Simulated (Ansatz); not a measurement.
# The polar optical mode of AgCl at 1 GPa, worked through

Theory: Ansatz, DFT PBE, scalar-relativistic, plane waves, PAW. Cutoff 420 eV, 8×8×8 k-points (Γ-centred), fixed occupations. No spin polarisation. Phonons by linear response, acoustic sum rule imposed.

The cell, relaxed at 1 GPa:
```cif
data_structure
_symmetry_space_group_name_H-M 'P 1'
_symmetry_Int_Tables_number 1
_cell_length_a 3.9385
_cell_length_b 3.9385
_cell_length_c 3.9385
_cell_angle_alpha 60.000
_cell_angle_beta 60.000
_cell_angle_gamma 60.000
_cell_volume 43.20
loop_
_atom_site_label
_atom_site_type_symbol
_atom_site_fract_x
_atom_site_fract_y
_atom_site_fract_z
_atom_site_occupancy
Ag1 Ag 0.50000 0.50000 0.50000 1
Cl1 Cl 0.00000 0.00000 0.00000 1
```

Linear response gives ν_TO = 102.2 cm⁻¹, Born charges ±1.447 e (positive on Ag) and ε∞ = 5.054. The primitive cell holds 43.199 Å³, and the masses are 107.868 and 35.450 amu.

Question: Find ν_LO and the static dielectric constant.

Answer: The long-wave field adds a restoring force: ω_LO² − ω_TO² = Z*²e²/(ε_vac ε∞ μV). In these units ν_LO² − ν_TO² = 4.92064×10⁷ Z*²/(μ V ε∞) cm⁻², with μ = m₁m₂/(m₁ + m₂) = 26.681 amu: 17691 cm⁻². So ν_LO = √(102.2² + 17691) = 167.7 cm⁻¹, and the run gives 167.7. Lyddane–Sachs–Teller then gives ε0 = ε∞ (ν_LO/ν_TO)² = 13.61, against 13.62 in the run (it forms both from the same three quantities, so the match checks the arithmetic only). Between ν_TO and ν_LO the dielectric function is negative and an undamped crystal reflects fully: a reststrahlen band from 59.6 to 97.8 μm.

Question: What do the Clausius–Mossotti polarisability and the Szigeti charge come to?

Answer: With the Lorentz local field, α = (3V/4π)(ε∞ − 1)/(ε∞ + 2) = 5.93 Å³ for the pair, and e_S = 3Z*/(ε∞ + 2) = 0.62 e. The Born charge includes the electrons' response to the dipole's own local field, and e_S takes that enhancement out. The Lorentz field assumes point-like polarisable ions, a poor picture once ε∞ is this large, since the electron clouds then overlap or are shared, so both numbers are formal here.

Question: How strongly does a slow electron couple to the LO mode?

Answer: For one isotropic parabolic band, Fröhlich's constant is α_F = (1/ε∞ − 1/ε0) √(m* Ry/ħω_LO), with Ry = 13.606 eV, ħω_LO = 20.8 meV and m* in free-electron masses: α_F = 0.1244 × 25.58 × √m* = 3.18 √m*. The band mass isn't part of this run; for m* = 0.1, 0.3 and 1 it gives 1.01, 1.74, 3.18. In weak coupling the polaron lies α_F ħω_LO below the band edge (36 meV at m* = 0.3) with a mass m*(1 + α_F/6); past α_F of about 5 or 6 that expansion fails. A semilocal functional's ε∞ tends to be too large, which taken alone lowers α_F.